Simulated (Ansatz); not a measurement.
The cell comes from COD entry 9009051, which wasn't checked; take it as a given geometry. It differs from other determinations.

ZrO2: DFT, PBE, all-electron LAPW, scalar-relativistic (Ansatz 0.2.0).

Command: `ansatz run input.yaml --threads 1 --pin off --max-ram 3072MiB --backend cpu --events-out ev --progress --plain --runs-dir out` The run took 20 s on 1 thread of Arm Neoverse V2, with other jobs on the host.

```yaml
crystal:
  lattice:
    - [0.0, 2.535, 2.535]
    - [2.535, 0.0, 2.535]
    - [2.535, 2.535, 0.0]
  atoms:
    - { symbol: Zr, position: [0.0, 0.0, 0.0] }
    - { symbol: O, position: [0.25, 0.25, 0.25] }
    - { symbol: O, position: [0.75, 0.75, 0.75] }
kpoints:
  mp_grid: { grid: [9, 9, 9] }
  band_path:
    path:
      - [0.0, 0.0, 0.0]
      - [0.5, 0.0, 0.5]
      - [0.625, 0.25, 0.625]
      - [0.375, 0.375, 0.75]
      - [0.0, 0.0, 0.0]
      - [0.5, 0.5, 0.5]
      - [0.5, 0.25, 0.75]
      - [0.5, 0.0, 0.5]
    npoints: 14
scf:
  occupations: { method: fermi_dirac, width: 0.03 }
hamiltonian:
  xc: pbe
  pseudopotentials: { kind: all_electron, lapw: { basis_error: 0.001 } }
output:
  forces: true
  stress: true
  eigenvalues: true
  populations: true
  dos: { projected: true, de: 0.2, e_range: [-14, 8] }
```

Output:

```
Zr: projections on atomic orbitals take those of the free atom 1s2 2s2 2p6 3s2 3p6 3d10 4s2 4p6 4d2 5s2, of charge +0.00 (hamiltonian.pseudopotentials.projection_atoms)
O: projections on atomic orbitals take those of the free atom 1s2 2s2 2p4, of charge +0.00 (hamiltonian.pseudopotentials.projection_atoms)
LAPW: plane waves up to 9.105 Å⁻¹, error target 1.0e-3 eV per atom; small_component_spin mean_spin; O in spheres of 1.030 Å, 8 of its electrons in bands, Dirac shells []; Zr in spheres of 1.165 Å, 30 of its electrons in bands, Dirac shells []
Engine: ansatz 0.2.0
Pseudopotentials: kind: all_electron
Pseudopotential: Zr, LAPW, valence charge 30, Koelling and Harmon's equation, gaussian nucleus
Pseudopotential: O, LAPW, valence charge 8, Koelling and Harmon's equation, gaussian nucleus
Functional definition: PBE
  parameter kappa = 0.804
  parameter beta = 0.06672455060314922
  exchange = pbe_x(kappa = kappa, mu = beta*pi^2/3)
  correlation = pbe_c(beta = beta)
Crystal: 3 atoms, lattice volume = 32.581 Å³
Basis set: ecut = 315.82443302050683 eV, 411 PW (Γ), exchange–correlation at level 2
Bands: 28, of which v1, the nominal top of the filled ones, is band 23 counted from 1 (22 counted from 0)
Symmetry: 48 space group operations
Space group: Fm-3m (ITA 225), of the structure as read, at distance tolerance 3.2e-5 Å
k-points: 35 of 729
Non-local potential: Zr, projectors of the file, none
Non-local potential: O, projectors of the file, none
Initial density: superposition of atomic densities (chi_scale 0.1, normalization cell, long waves kept (reshape's long-wave potential 0.00 eV rms))
Initial wavefunctions: plane waves of lowest kinetic energy (no species holds an atomic orbital)
Functional: x = pbe(κ = 0.804, μ = 0.2195149727645171), c = pbe(β = 0.06672455060314922)
iter 1 solved again at ethr=1.45e-2 eV; its pass at ethr=1.00e-1 eV (dr2=6.69e0 eV) is discarded
SCF iter   1: F=—  HF=-102033.267270 eV  |F-HF|=—  |Δ(HF+E_count)|=         —  Δρ=1.33e-1  dr2=6.69e0  ethr=1.45e-2  ⟨swp⟩=2.0  Hψ=6190  notcnv=0
preconditioner: auto → none  [insulator: Δε(μ)=7.074 eV  Ē_g=19.572 eV  σ=0.030 eV  W_gap=1.00  n_scr=14 (ndim 8)  ℏωp=30.5 eV  f_vac=0.003  D(μ)=0.00/eV (n_scr^D=0)  ε∞_Penn≈3.4]
SCF iter   2: F=—  HF=-102030.617766 eV  |F-HF|=—  |Δ(HF+E_count)|=    2.65e0  Δρ=6.38e-2  dr2=1.49e0  ethr=1.45e-2  ⟨swp⟩=3.0  Hψ=2965  notcnv=0
SCF iter   3: F=—  HF=-102029.014366 eV  |F-HF|=—  |Δ(HF+E_count)|=    1.60e0  Δρ=2.66e-2  dr2=2.69e-1  ethr=3.23e-3  ⟨swp⟩=3.0  Hψ=3265  notcnv=0
SCF iter   4: F=—  HF=-102029.019063 eV  |F-HF|=—  |Δ(HF+E_count)|=         —  Δρ=1.33e-2  dr2=8.18e-2  ethr=5.84e-4  ⟨swp⟩=3.0  Hψ=3176  notcnv=0
the basis was enlarged: its passes take 125.5 KiB over the memory plan, 1 of 1 planned eigensolver slots
SCF iter   5: F=—  HF=-102028.985873 eV  |F-HF|=—  |Δ(HF+E_count)|=   3.32e-2  Δρ=8.33e-3  dr2=3.12e-2  ethr=1.78e-4  ⟨swp⟩=2.0  Hψ=2998  notcnv=0
iter 6 solved again at ethr=3.81e-6 eV; its pass at ethr=6.79e-5 eV (dr2=1.75e-3 eV) is discarded
SCF iter   6: F=—  HF=-102028.970345 eV  |F-HF|=—  |Δ(HF+E_count)|=   1.55e-2  Δρ=1.98e-3  dr2=1.75e-3  ethr=3.81e-6  ⟨swp⟩=2.0  Hψ=4955  notcnv=0
SCF iter   7: F=—  HF=-102028.969404 eV  |F-HF|=—  |Δ(HF+E_count)|=   9.41e-4  Δρ=2.47e-4  dr2=2.73e-5  ethr=3.80e-6  ⟨swp⟩=2.0  Hψ=2972  notcnv=0
SCF iter   8: F=—  HF=-102028.969387 eV  |F-HF|=—  |Δ(HF+E_count)|=   1.77e-5  Δρ=2.50e-5  dr2=2.68e-7  ethr=5.94e-8  ⟨swp⟩=2.0  Hψ=2827  notcnv=0
SCF iter   9: F=-102028.969387 eV  HF=-102028.969387 eV  |F-HF|=4.51e-10  |Δ(HF+E_count)|=   9.47e-8  Δρ=6.29e-7  dr2=1.10e-10  ethr=5.82e-10  ⟨swp⟩=2.7  Hψ=2886  notcnv=0
SCF 1 converged in 9 iterations: F = -102028.969387 eV  dr2 = 1.10e-10
NSCF: frozen V_eff on 99 k-points
SCF converged after 9 iterations
Free energy (F): -102028.969387 eV
Harris-Foulkes:  -102028.969387 eV  (|F-HF|=4.51e-10)
Internal energy: -102028.969387 eV  (E = F + TS)
E sigma→0 (E₀):  -102028.969387 eV
Fermi energy:    15.343367 eV
--- Per-component energies (eV) ---
  E_band       = -6084.918328
  E_kinetic    = 105248.728007
  E_xc         = -3579.138711
  E_electrostatic = -203698.558682  (all electrons and nuclei)
  E_smearing   = -0.000000  (= −TS)
  E_closure    = 0.000000  (closes the sum)
  E_atoms      = -102001.618547  (free atoms, spherical and without spin; not in F)
  Σ components = -102028.969387   (vs F -102028.969387, Δ=0.00e0)
  Basis errors (estimates in eV, not in F): energy 4.4e-4 per atom: plane waves 3.9e-4 (2.1e-4 summed), levels above the bands 4.5e-101, relativity 3.3e-8, radial functions 5.0e-5, core shells 1.7e-12; eigenvalues (radial functions only) 8.4e-6; not estimated: angular momenta, meshes, grids; target (lapw.basis_error) 1.0e-3; muffin-tin radii O 1.030 Å, Zr 1.165 Å
--- Forces (eV/Å), atoms counted from 1 ---
  atom   1  Zr     0.00000000    -0.00000000     0.00000000
  atom   2  O     -0.00000000    -0.00000000    -0.00000000
  atom   3  O      0.00000000     0.00000000    -0.00000000
  max |Σ_I F_I| component: 9.25e-18 eV/Å
--- Stress (GPa, compression-positive) ---
        6.749716      -0.000000      -0.000000
       -0.000000       6.749716      -0.000000
       -0.000000      -0.000000       6.749716
  P = ⅓ Tr σ = 6.7497 GPa (67.497 kbar)
--- Band table (eV; the first three rows and the last of 35) ---
  k-point 0: bands = ["-490.3440", "-490.3440", "-384.4878", "-297.3683", "-297.3683", "-297.3683", "-154.5472", "-154.5472", "-154.5323", "-154.5323", "-154.5323", "-34.3733", "-12.1967", "-12.1967", "-12.1967", "-4.6049", "-2.0011", "8.3498", "8.3498", "8.3498", "13.1114", "13.1114", "13.1114", "17.0378", "17.0378", "20.3168", "23.1570", "23.1570"]
  k-point 1: bands = ["-490.3440", "-490.3440", "-384.4878", "-297.3683", "-297.3683", "-297.3683", "-154.5472", "-154.5472", "-154.5323", "-154.5323", "-154.5323", "-34.3675", "-12.2917", "-12.2054", "-12.2054", "-4.4245", "-2.1307", "8.4715", "8.4715", "8.6921", "12.8135", "12.8810", "12.8810", "17.2773", "17.2773", "20.7094", "22.7123", "22.9690"]
  k-point 2: bands = ["-490.3440", "-490.3440", "-384.4878", "-297.3683", "-297.3683", "-297.3683", "-154.5472", "-154.5472", "-154.5323", "-154.5323", "-154.5323", "-34.3528", "-12.5178", "-12.2273", "-12.2273", "-4.0062", "-2.3913", "8.7843", "8.7843", "9.5401", "12.1743", "12.4361", "12.4361", "17.6814", "17.6814", "20.7430", "22.5787", "22.5787"]
  k-point 34: bands = ["-490.3440", "-490.3440", "-384.4878", "-297.3683", "-297.3683", "-297.3683", "-154.5472", "-154.5472", "-154.5323", "-154.5323", "-154.5323", "-34.3081", "-12.7445", "-12.6288", "-12.3731", "-2.8753", "-2.7749", "8.7441", "9.1633", "10.9706", "11.3909", "12.3674", "13.2957", "18.0696", "18.2769", "20.0261", "20.2259", "21.2231"]
--- Löwdin populations: 3 sites ---
  site symbol       q [e]
     0     Zr     38.5116
     1      O      8.6980
     2      O      8.6980
  spilling = 0.001650 (of n_electrons = 56.000000)
```

populations.tsv:

```
# site	symbol	l	j	q
# orbitals = lowdin
# n_electrons = 56.000000
# spilling = 0.001650
# projection_atom_Zr: 1s2 2s2 2p6 3s2 3p6 3d10 4s2 4p6 4d2 5s2
# projection_atom_O: 1s2 2s2 2p4
0	Zr	0_1S	-	1.999998
0	Zr	0_2S	-	1.999901
0	Zr	0_3S	-	1.998172
0	Zr	0_4S	-	1.959574
0	Zr	0_5S	-	0.408668
0	Zr	1_2P	-	6.000000
0	Zr	1_3P	-	5.999911
0	Zr	1_4P	-	5.985303
0	Zr	2_3D	-	9.999959
0	Zr	2_4D	-	2.160111
1	O	0_1S	-	1.997800
1	O	0_2S	-	1.720121
1	O	1_2P	-	4.980093
2	O	0_1S	-	1.997800
2	O	0_2S	-	1.720121
2	O	1_2P	-	4.980093
```
